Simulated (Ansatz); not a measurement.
Trial inputs on Na

All trials start from this Ansatz input:

```yaml
crystal:
  lattice:
    - [-1.88829108, 1.88829108, 2.63727668]
    - [1.88829108, -1.88829108, 2.63727668]
    - [1.88829108, 1.88829108, -2.63727668]
  atoms:
    - { symbol: Na, position: [0.0, 0.0, 0.0] }
basis:
  ecutwfc: 420
kpoints:
  mp_grid: { grid: [6, 6, 6] }
hamiltonian:
  xc: pbe
scf:
  occupations: { method: gaussian, width: 0.1 }
output:
  forces: true
  stress: true
  eigenvalues: true
```

Command:

```bash
ansatz run input.yaml --threads 1 --pin off --max-ram 1331MiB --backend cpu --events-out ev --progress --plain --runs-dir out
```

The run converges in 6 SCF iterations on 30 irreducible k-points: pressure -0.08 GPa, no gap.

These settings were drawn at random to show what each does; none of the numbers is a converged property of the crystal. Each trial's input is given as a difference from the reference's; energies are extrapolated to zero smearing where there is one, and pressure is positive in compression.

**Question.** Trial 1:

```diff
 basis:
-  ecutwfc: 420
+  ecutwfc: 290
+  ecutrho_ratio: 5
 hamiltonian:
+  dispersion: d4
 scf:
-  occupations: { method: gaussian, width: 0.1 }
+  occupations: { method: tetrahedron_uncorrected }
```

How does this run end?

**Answer.** The run converges in 6 SCF iterations on 30 irreducible k-points: pressure 0.12 GPa, no gap. It warns that the printed bands weren't solved further after the SCF; that the cutoff lies under the recommended one, 420 eV for these potentials.

**Question.** Trial 2 (volume scaled):

```diff
 crystal:
   lattice:
-    - [-1.88829108, 1.88829108, 2.63727668]
-    - [1.88829108, -1.88829108, 2.63727668]
-    - [1.88829108, 1.88829108, -2.63727668]
+    - [-1.9492453341, 1.9492453341, 2.7224082757]
+    - [1.9492453341, -1.9492453341, 2.7224082757]
+    - [1.9492453341, 1.9492453341, -2.7224082757]
 basis:
-  ecutwfc: 420
+  ecutwfc: 210
 kpoints:
-  mp_grid: { grid: [6, 6, 6] }
+  mp_grid: { grid: [6, 2, 6] }
 hamiltonian:
+  dispersion: none
 scf:
-  occupations: { method: gaussian, width: 0.1 }
+  occupations: { method: gaussian }
 output:
+  dos: {}
```

What does the program give?

**Answer.** The run converges in 6 SCF iterations on 26 irreducible k-points: pressure -0.60 GPa (unreliable at so low a cutoff), no gap. It warns that the cutoff lies under the recommended one, 420 eV for these potentials; that the mesh lowers the symmetry.